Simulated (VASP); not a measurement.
Se: relaxation of cell and atoms with PBE+D3(BJ)

Crystal: Se.

```
Se
1.0
     4.06467    0.00000    0.00000
    -2.03234    3.52011    0.00000
     0.00000    0.00000    5.13369
Se
3
Direct
  0.24775 0.00000 0.33333
  0.00000 0.24775 0.66667
  0.75225 0.75225 0.00000
```

```
Program                : VASP 6.6.1
Task                   : relaxation of cell and atoms
Functional             : PBE
Dispersion             : D3(BJ)
Potentials or basis    : VASP PAW PBE potentials, release 64 (Se)
Cutoff                 : 600 eV
k mesh                 : 9 × 9 × 6
Occupations            : gaussian, width 0.03 eV
Spin                   : no spin polarisation
Further INCAR settings : ALGO = Normal; EDIFF = 1e-07; IBRION = 2; EDIFFG = -0.005; NSW = 90; ISIF = 3
```

The pressure after relaxing is 0.0 GPa. The band gap on the k mesh is 0.51 eV, direct and the dispersion energy per atom is -0.356 eV.

Forces in eV/Å, atoms in the order of the input:
```
Se   0.003  0.000  0.000
Se  -0.001  0.002  0.000
Se  -0.001 -0.002  0.000
```

Final structure:
```yaml
crystal:
  lattice:
    - [4.06467, 0.00000, 0.00000]
    - [-2.03234, 3.52011, 0.00000]
    - [0.00000, 0.00000, 5.13369]
  atoms:
    - { symbol: Se, position: [0.24775, 0.00000, 0.33333] }
    - { symbol: Se, position: [0.00000, 0.24775, 0.66667] }
    - { symbol: Se, position: [0.75225, 0.75225, 0.00000] }
```

Levels at points of the mesh, in eV from the valence-band top:
| k point | band 5 | band 6 | band 7 | band 8 | band 9 | band 10 | band 11 | band 12 | band 13 |
| --- | --- | --- | --- | --- | --- | --- | --- | --- | --- |
| (0.00, 0.00, 0.00) | -3.42 | -3.42 | -1.85 | -1.85 | -0.52 | 1.47 | 1.47 | 2.07 | 6.42 |
| (0.00, 0.00, 0.50) | -3.08 | -3.08 | -1.37 | -1.33 | -1.33 | 0.94 | 0.97 | 0.97 | 5.69 |

It took 24 s on 2 MPI ranks on Intel(R) Xeon(R) Platinum 8488C (Sapphire Rapids), with other jobs on the host, peak memory 0.22 GiB a rank.

Caveat: the relaxation stopped at its first step, so nothing moved; an odd mesh through Γ misses points on the zone boundary, where band edges often lie. Expect the measured gap to be larger: semilocal functionals such as PBE lack the derivative discontinuity.
